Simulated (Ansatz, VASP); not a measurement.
## One calculation of BAs, two programs

```
B As
1.0
     0.00000    2.38051    2.38051
     2.38051    0.00000    2.38051
     2.38051    2.38051    0.00000
B As
1 1
Direct
  0.00000 0.00000 0.00000
  0.75000 0.75000 0.75000
```

Change from the starting cell: volume scaled by 0.99, crystal datasets.

Alike in both runs: task electric field gradients; functional PBE; k mesh 15 × 15 × 15; occupations fermi-dirac, width 0.03 eV; no spin polarisation.

|  | VASP | Ansatz |
| --- | --- | --- |
| version | VASP 6.6.1 | Ansatz 0.2.0 |
| potentials or method | VASP PAW PBE potentials, release 64 (B, As), cutoff 520 eV | all-electron PAW with datasets made for the crystal, scalar-relativistic |

Ansatz gave:

* gap on the k mesh at the Fermi level (eV): 1.18
* pressure (GPa): 4.2
* Vzz of the field gradient on the site that differs most (V/Å²): 0.0

Task: Estimate VASP's values.

Result: gap on the k mesh at the Fermi level (eV): 1.17; pressure (GPa): 4.9; Vzz of the field gradient on the site that differs most (V/Å²): 0.0.

Ansatz ran all-electron here, so the differences hold the error of VASP's frozen core and of both bases.

Caveats: an odd mesh through Γ misses points on the zone boundary, where band edges often lie.
